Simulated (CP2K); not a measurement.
Runs of CP2K 2026.2 on As. Symmetry: R-3m, No. 166, trigonal system. Conventional cell: a = 3.762 Å, b = 3.762 Å, c = 10.542 Å, α = 90.00°, β = 90.00°, γ = 120.00°. As (site symmetry 3m) has 3 As at 2.51 Å as nearest neighbours. 

```tsv
level	cutoff of the non-local correlation (Ry)	gap on the mesh (eV)	pressure (GPa)	largest force (eV/Å)
M06-L	-	none	5.8	(b)
PBEsol	-	none	(c)	(a)
AM05	-	none	2.6	0.61
rev-vdW-DF2	300	none	4.8	0.62
LDA	-	none	2.6	0.67
```

Alike in all rows: task band structure; potentials or basis POTENTIAL_UZH As GTH-PBE-q5; TZVP-MOLOPT-PBE-GTH basis; no spin polarisation; cell as given; k mesh 9 × 9 × 9; smearing fermi-dirac 0.05 eV.

Question: Estimate the missing entries.

Answer: (a) 0.64; (b) 0.06; (c) 2.7.

Caveats: the potentials were made for another functional, which shifts forces and pressure; the basis of atomic orbitals isn't converged, which shifts pressures, moduli and gaps.

A k mesh can miss the band edges, and the runs leave out spin-orbit coupling on As.

A gap of «none» marks a metal or a gap under the smearing width.
